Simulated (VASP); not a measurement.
Runs of VASP 6.6.1 on TaS2. It takes space group P-3m1 (No. 164, trigonal). The conventional cell has a = 3.350 Å, b = 3.350 Å, c = 5.860 Å, α = 90.00°, β = 90.00°, γ = 120.00°. Around Ta (site symmetry -3m) lie 6 S at 2.43 Å. S (site symmetry 3m) has 3 Ta at 2.43 Å as nearest neighbours. 

| level | gap on the mesh (eV) | pressure (GPa) | relaxed volume (Å³/atom) |
| --- | --- | --- | --- |
| PBEsol+rVV10 | none | 0.0 | 18.47 |
| PBEsol+D4 | none | 0.1 | 18.07 |
| revPBE+D3 | none | 0.0 | (a) |
| revPBE+D4 | none | 0.0 | 18.46 |
| revPBE+D3(BJ) | none | 0.0 | (b) |

Alike in all rows: task relaxation of cell and atoms; potentials or basis VASP PAW PBE potentials, release 64 (Ta_pv, S); no spin polarisation; cell relaxed; k mesh 9 × 9 × 5; cutoff (eV) 600; smearing fermi-dirac 0.05 eV.

Problem. Fill in the values left out.

Solution. (a) 19.22; (b) 17.74.

Caveats: the PAW data sets were made with another functional, which shifts forces and pressure a little.

A k mesh can miss the band edges, and the runs leave out spin-orbit coupling on Ta.

A gap of «none» marks a metal or a gap under the smearing width.

Runs at the PBE level aren't shown here.
